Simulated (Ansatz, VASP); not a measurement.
# SiO2 in two plane-wave programs, part 2 of 2

One calculation is typed for both programs; each brings its own data sets. How far apart do they land? The cell is taken from a series of runs on this material, whose earlier steps may have relaxed, scaled, displaced or heated it; both programs get it as it stands.

VASP 6.6.1 and Ansatz 0.2.0.

So far. Step 2 (VASP: single point, HSE06): The run ends at a pressure of 2.55 GPa, with forces up to 0.021 eV/Å.

## Step 3: Ansatz: single point, HSE06

Level of this step: Ansatz beside VASP: Kohn-Sham DFT, plane waves, HSE06 (Ansatz).

Ansatz runs on its PAW soft_1 files.

The same cell, functional and mesh now go to Ansatz, which takes its cutoff from its data sets.

File input.yaml:

```yaml
crystal:
  lattice:
    - [4.9329, 0.0, 0.0]
    - [0.0, 4.9329, 0.0]
    - [0.0, 0.0, 6.399855]
  atoms:
    - { symbol: Si, position: [0.8150006241, 0.8150006241, 0.5] }
    - { symbol: Si, position: [0.6849993759, 0.3150006241, 0.25] }
    - { symbol: Si, position: [0.1849993759, 0.1849993759, 0.0] }
    - { symbol: Si, position: [0.3150006241, 0.6849993759, 0.75] }
    - { symbol: O, position: [0.2681986737, 0.3692509667, 0.8022845888] }
    - { symbol: O, position: [0.1307490333, 0.7681986737, 0.5522845888] }
    - { symbol: O, position: [0.7318013263, 0.6307490333, 0.3022845888] }
    - { symbol: O, position: [0.8692509667, 0.2318013263, 0.0522845888] }
    - { symbol: O, position: [0.7681986737, 0.1307490333, 0.4477154112] }
    - { symbol: O, position: [0.6307490333, 0.7318013263, 0.6977154112] }
    - { symbol: O, position: [0.2318013263, 0.8692509667, 0.9477154112] }
    - { symbol: O, position: [0.3692509667, 0.2681986737, 0.1977154112] }
kpoints:
  mp_grid: { grid: [4, 4, 2] }
  band_path:
    path:
      - [0.0, 0.0, 0.0]
      - [0.0, 0.5, 0.0]
      - [0.5, 0.5, 0.0]
      - [0.0, 0.0, 0.5]
      - [0.0, 0.5, 0.5]
      - [0.5, 0.5, 0.5]
    npoints: 1
hamiltonian:
  xc: hse06
  pseudopotentials: { kind: paw, azcp: { folder: soft_1 } }
scf:
  occupations: { method: fixed }
  n_extra_bands: 8
output:
  eigenvalues: true
  write_density: true
  write_potential: true
  elf: true
  volumetric_format: npy
```

Started as:

```
$ ansatz run input.yaml --threads 4 --pin off --max-ram 138240MiB --backend cuda --events-out ev --progress --plain --runs-dir out --devices 1 --max-vram 26GiB
```

Numbers of over 12 decimals in the logs are rounded to 6 here.

Output:

```text
scf.n_extra_bands = 8 over 32 filled bands (N_el = 64.0): the run solves 40 bands
GPUs: using 1 of 1 available (devices: 1).
Engine: ansatz 0.2.0, x86_64-unknown-linux-gnu
Pseudopotentials: kind: paw
Pseudopotential: Si, paw, valence charge 4, recommended cutoff 420 eV (normal), soft_1/Si.paw.azcp
Pseudopotential: O, paw, valence charge 6, recommended cutoff 420 eV (normal), soft_1/O.paw.azcp
Functional definition: HSE06
  parameter a = 0.25
  parameter omega = 0.11/bohr
  exchange = pbe_x - a*pbe_x_sr(omega) + a*exact_x_sr(omega)
  correlation = pbe_c
davidson cushion auto → on  (no smearing: the cushion is to keep the highest requested band from converging to the state above it; pin scf.eigensolver.cushion to override)
device memory: the entry about to start is reckoned to put 2.8 GiB on a device that reports 38.3 GiB free (of which the cap on the GPU budget leaves the run 26.0 GiB)
GPU FFT provider: cuFFT
GPU libraries: cuBLAS 13.8.2, cuFFT 12.4.0, cuSOLVER 12.3.4
Crystal: 12 atoms, lattice volume = 155.731 Å³
Basis set: ecut = 420 eV, 3073 PW (Γ)
Bands: 40, of which v1, the nominal top of the filled ones, is band 32 counted from 1 (31 counted from 0)
Symmetry: 8 space group operations
Space group: P43212 (ITA 96), of the structure as read, at distance tolerance 5.4e-5 Å
k-points: 12 of 32
Non-local potential: Si, projectors of the file, l = 0: 2, l = 1: 2, l = 2: 1
Non-local potential: O, projectors of the file, l = 0: 2, l = 1: 2, l = 2: 1
PAW form: soft (Blöchl's): semilocal exchange-correlation on the pseudo side does not see the compensation charge
PAW frozen core: Si, regenerated for the run's functional, and the local potential with it (the file was generated under x = pbe(κ = 0.804, μ = 0.219515), c = pbe(β = 0.066725))
PAW frozen core: O, regenerated for the run's functional, and the local potential with it (the file was generated under x = pbe(κ = 0.804, μ = 0.219515), c = pbe(β = 0.066725))
PAW one-centre angular grid: Si, 110 points (default); XC on 64 Gauss nodes
PAW one-centre angular grid: O, 110 points (default); XC on 96 Gauss nodes
Initial density: superposition of atomic densities (chi_scale 0.1, normalization cell, long waves kept (reshape's long-wave potential 0.00 eV rms))
Initial wavefunctions: pseudopotential atomic-orbital guess
GPU buffer pool allocated for 58320 grid points (all kernels)
GPU transforms: local potential and band sums: pruned to the plane-wave sphere, on 36×36×45
Functional: x = pbe(κ = 0.804, μ = 0.219515), c = pbe(β = 0.066725), warm-up for x = pbe(κ = 0.804, μ = 0.219515) + 0.25 (exact − pbe) at short range (hse, ω = 0.207870 Å⁻¹), c = pbe(β = 0.066725); HSE06 as pw.x's `hse` composes it (authors' and Libxc's form: `xc: wpbeh`)
SCF iter   1: F=—  HF=-7102.753324 eV  |F-HF|=—  |Δ(HF+E_count)|=         —  Δρ=1.34e-1  dr2=2.46e1  ethr=1.00e-1  ⟨swp⟩=4.5  Hψ=1770  notcnv=0
preconditioner: auto → none  [insulator: Δε(μ)=7.266 eV  Ē_g=17.599 eV  n_scr=36 (ndim 8)  ℏωp=23.8 eV  f_vac=0.038]
SCF iter   2: F=—  HF=-7096.735713 eV  |F-HF|=—  |Δ(HF+E_count)|=    6.02e0  Δρ=6.74e-2  dr2=2.96e0  ethr=3.85e-2  ⟨swp⟩=3.8  Hψ=1465  notcnv=0
SCF iter   3: F=—  HF=-7096.016802 eV  |F-HF|=—  |Δ(HF+E_count)|=   7.19e-1  Δρ=2.17e-2  dr2=3.10e-1  ethr=4.62e-3  ⟨swp⟩=3.1  Hψ=1358  notcnv=0
iter 4 solved again at ethr=1.81e-5 eV; its pass at ethr=4.85e-4 eV (dr2=1.16e-2 eV) is discarded
SCF iter   4: F=—  HF=-7096.068753 eV  |F-HF|=—  |Δ(HF+E_count)|=   5.20e-2  Δρ=2.98e-3  dr2=1.37e-2  ethr=1.81e-5  ⟨swp⟩=4.6  Hψ=2692  notcnv=0
eigensolver tolerance schedule calibrated: the retry pair's looser diagonalisation under-reported the residual by θ = 0.15 (0.11/decade); ethr = c·dr2/N_el runs at the constant in force after the calibration composes with the one it found (an armed cap, an earlier calibration), c = 8.9e-2
SCF iter   5: F=-7096.063095 eV  HF=-7096.064190 eV  |F-HF|=1.10e-3  |Δ(HF+E_count)|=   4.56e-3  Δρ=1.10e-3  dr2=1.74e-3  ethr=1.81e-5  ⟨swp⟩=3.0  Hψ=1130  notcnv=0
SCF 1 stopped early in 5 iterations: F = -7096.063095 eV  dr2 = 1.74e-3
  greatest PAW one-centre occupation: 0.862 electrons in one spin orbital (limit 2), on the O atom at site 10 (counted from 0), in its partial waves of l = 0
device memory: the entry about to start is reckoned to put 3.2 GiB on a device that reports 38.3 GiB free (of which the cap on the GPU budget leaves the run 26.0 GiB)
GPU FFT provider: cuFFT
GPU libraries: cuBLAS 13.8.2, cuFFT 12.4.0, cuSOLVER 12.3.4
Initial density: handed on by an earlier stage of this run
Initial wavefunctions: those handed on with the density
GPU buffer pool allocated for 58320 grid points (all kernels)
GPU transforms: local potential and band sums: pruned to the plane-wave sphere, on 36×36×45
Functional: x = pbe(κ = 0.804, μ = 0.219515) + 0.25 (exact − pbe) at short range (hse, ω = 0.207870 Å⁻¹), c = pbe(β = 0.066725); HSE06 as pw.x's `hse` composes it (authors' and Libxc's form: `xc: wpbeh`)
Exchange kernel: α = 0.2500, screened, ω = 0.2079 Å⁻¹, Wigner–Seitz truncation, v(0) = 1028.7209 eV·Å³, q-mesh 4×4×2, nearest image of the exchange supercell L = 12.80 Å, pair-density grid 24×24×32, without the augmentation charges, whose exchange is taken in its separable form by FFT convolution over the k-point mesh (sized by the pseudopotential files, 36×36×45 at the most), smooth part of the exact exchange by density-matrix convolution in up to 2.35 GiB of GPU memory as planned if the GPU has room (build and FFT work areas not counted)
Frozen-core exchange: fock
SCF iter   1: F=—  HF=-7097.528144 eV  |F-HF|=—  |Δ(HF+E_count)|=         —  Δρ=6.97e-3  dr2=6.45e-2  ethr=2.72e-5  ⟨swp⟩=7.5  Hψ=2302  notcnv=0
preconditioner: auto → none  [insulator: Δε(μ)=7.658 eV  Ē_g=18.828 eV  n_scr=36 (ndim 8)  ℏωp=23.8 eV  f_vac=0.155]
SCF iter   2: F=—  HF=-7097.507248 eV  |F-HF|=—  |Δ(HF+E_count)|=   2.09e-2  Δρ=2.30e-3  dr2=1.03e-2  ethr=2.72e-5  ⟨swp⟩=3.1  Hψ=1232  notcnv=0
SCF iter   3: F=—  HF=-7097.523559 eV  |F-HF|=—  |Δ(HF+E_count)|=   1.63e-2  Δρ=8.74e-4  dr2=8.19e-4  ethr=1.16e-5  ⟨swp⟩=4.2  Hψ=1606  notcnv=0
SCF iter   4: F=—  HF=-7097.523435 eV  |F-HF|=—  |Δ(HF+E_count)|=   1.24e-4  Δρ=2.01e-4  dr2=7.01e-5  ethr=9.90e-7  ⟨swp⟩=3.0  Hψ=1244  notcnv=0
SCF iter   5: F=—  HF=-7097.523738 eV  |F-HF|=—  |Δ(HF+E_count)|=   3.03e-4  Δρ=1.72e-4  dr2=3.15e-5  ethr=6.65e-8  ⟨swp⟩=5.1  Hψ=1791  notcnv=0
SCF iter   6: F=-7097.523725 eV  HF=-7097.523726 eV  |F-HF|=2.51e-7  |Δ(HF+E_count)|=   1.23e-5  Δρ=1.62e-5  dr2=8.11e-7  ethr=4.30e-8  ⟨swp⟩=3.8  Hψ=1457  notcnv=0
SCF 2 stopped early in 6 iterations: F = -7097.523725 eV  dr2 = 8.11e-7
  greatest PAW one-centre occupation: 0.865 electrons in one spin orbital (limit 2), on the O atom at site 9 (counted from 0), in its partial waves of l = 0
hybrid outer 1: dexx = +2.239e-2 eV, tail = 3.79e-5 eV
GPU FFT provider: cuFFT
GPU libraries: cuBLAS 13.8.2, cuFFT 12.4.0, cuSOLVER 12.3.4
GPU buffer pool allocated for 58320 grid points (all kernels)
GPU transforms: local potential and band sums: pruned to the plane-wave sphere, on 36×36×45
Exchange kernel: α = 0.2500, screened, ω = 0.2079 Å⁻¹, Wigner–Seitz truncation, v(0) = 1028.7209 eV·Å³, q-mesh 4×4×2, nearest image of the exchange supercell L = 12.80 Å, pair-density grid 24×24×32, without the augmentation charges, whose exchange is taken in its separable form by FFT convolution over the k-point mesh (sized by the pseudopotential files, 36×36×45 at the most), smooth part of the exact exchange by density-matrix convolution in up to 2.35 GiB of GPU memory as planned if the GPU has room (build and FFT work areas not counted)
Frozen-core exchange: fock
SCF iter   1: F=—  HF=-7097.523926 eV  |F-HF|=—  |Δ(HF+E_count)|=         —  Δρ=4.70e-5  dr2=1.02e-6  ethr=2.96e-7  ⟨swp⟩=3.9  Hψ=1177  notcnv=0
preconditioner: auto → none  [insulator: Δε(μ)=7.655 eV  Ē_g=18.812 eV  n_scr=36 (ndim 8)  ℏωp=23.8 eV  f_vac=0.165]
SCF iter   2: F=—  HF=-7097.523927 eV  |F-HF|=—  |Δ(HF+E_count)|=   1.32e-6  Δρ=1.71e-5  dr2=3.43e-7  ethr=1.44e-9  ⟨swp⟩=5.3  Hψ=1981  notcnv=0
iter 3 solved again at ethr=2.98e-11 eV; its pass at ethr=3.74e-10 eV (dr2=1.90e-8 eV) is discarded
SCF iter   3: F=-7097.523927 eV  HF=-7097.523927 eV  |F-HF|=1.84e-8  |Δ(HF+E_count)|=   1.85e-8  Δρ=5.72e-6  dr2=3.61e-8  ethr=2.98e-11  ⟨swp⟩=2.7  Hψ=2608  notcnv=0
SCF 3 converged in 3 iterations: F = -7097.523927 eV  dr2 = 3.61e-8
  greatest PAW one-centre occupation: 0.866 electrons in one spin orbital (limit 2), on the O atom at site 6 (counted from 0), in its partial waves of l = 0
hybrid outer 2: dexx = +3.281e-7 eV, tail = 8.99e-8 eV, Δε = 8.66e-4 eV (about 5.10e-5 eV left of the loop's levels)
device memory: the entry about to start is reckoned to put 0.8 GiB on a device that reports 38.3 GiB free (of which the cap on the GPU budget leaves the run 26.0 GiB)
NSCF: frozen V_eff on 6 k-points
hybrid SCF converged: 2 outer / 9 inner (+5 warm-up), last move |dexx| = 3.28e-7 eV, tail = 8.99e-8 eV
Stability not checked: this state was not tested for a lower state beside it, because the functional holds exact exchange (a hybrid, or Hartree-Fock), whose exchange loop this test does not read (fock_operator; see scf.lower_state_search)
Free energy (F): -7097.523928 eV
Frozen-core exchange: fock
Harris-Foulkes:  -7097.523928 eV  (|F-HF|=1.84e-8)
Internal energy: -7097.523928 eV  (E = F + TS)
E sigma→0 (E₀):  -7097.523928 eV
Fermi energy:    0.962087 eV
--- Per-component energies (eV) ---
  E_band       = -415.520154
  E_kinetic    = 1569.153729
  E_local      = -4074.027717  (includes V_loc(G=0)·N_el)
  E_nonlocal   = 496.672769
  E_hartree    = 1506.471283
  E_xc         = -648.579415
  E_vxc        = -744.024442  (∫ρ·V_xc dr)
  E_exx        = -184.643927  (= α·E_x^exact, valence–valence)
  E_paw        = -3333.080653  (= ΣΔE_a)
  E_vpaw       = -306.964977  (= ΣTr[D̂ρ^β])
  E_aug_tail   = 0.006599  (compensation charges beyond the density's cutoff)
  E_ewald      = -2429.046854
  E_core_change = -0.449744  (= ΣΔE_core)
  E_smearing   = -0.000000  (= −TS)
  E_closure    = -0.000000  (closes the sum)
  Σ components = -7097.523928   (vs F -7097.523928, Δ=0.00e0)
--- Band table (eV; the first three rows and the last of 12) ---
  k-point 0: bands = [... 28 lower, 0.0438, 0.4660, 0.4660, 0.9621, 8.6168, 11.8571, 11.8571, 12.5460, ... 4 higher]
  k-point 1: bands = [... 28 lower, 0.1808, 0.1808, 0.4955, 0.4955, 10.1017, 10.1017, 12.2522, 12.2522, ... 4 higher]
  k-point 2: bands = [... 28 lower, -0.0597, 0.3682, 0.3920, 0.7850, 9.3171, 11.9981, 12.0012, 12.2943, ... 4 higher]
  k-point 11: bands = [... 28 lower, 0.4123, 0.4123, 0.4123, 0.4123, 12.1961, 12.1961, 12.1961, 12.1961, ... 4 higher]
```

The column dr2 measures how far the density is from self-consistency, as an energy; F and HF (Harris–Foulkes) agree once it is small.

## Step 4: Side by side

Known differences besides the potentials themselves: exact exchange at q = 0 is treated differently, which shows on coarse meshes; VASP keeps PBE cores, Ansatz makes them for the functional; fixed occupations in Ansatz, narrow Gaussian smearing in VASP; the cutoff is 420 eV in Ansatz and 520 eV in VASP; VASP takes a coarser grid for exact exchange (PRECFOCK = Fast). Total energies have different zeros and are not compared.

Compared:

| quantity | Ansatz | VASP | difference |
| --- | --- | --- | --- |
| gap on the k mesh (eV) | 7.655 | 7.655 | 0.000 |

A gap on the mesh is an upper bound, since the band edges may lie between its points.

## Step 5: What came out

* difference in gap on the k mesh (single point, HSE06): 8.0e-5 eV

The difference in gap on the k mesh is 8.0e-5 eV (single point, HSE06), within the 0.08 eV picked in this series as the mark of a large difference. How closely two codes agree says nothing of how well the functional describes the real material.

[Lines on the potential files, build, host, timing and source positions are cut from VASP's logs without a mark.]

[Logs are printed without paths, hosts, clocks, repeated set-up lines and the standing remarks that a program may print on its own settings, such as how far it seeks lower states.]

[Hosts, paths, dates, database ids (printed as entryN), source tags and the programs' standing remarks are cut or masked in the printed files.]
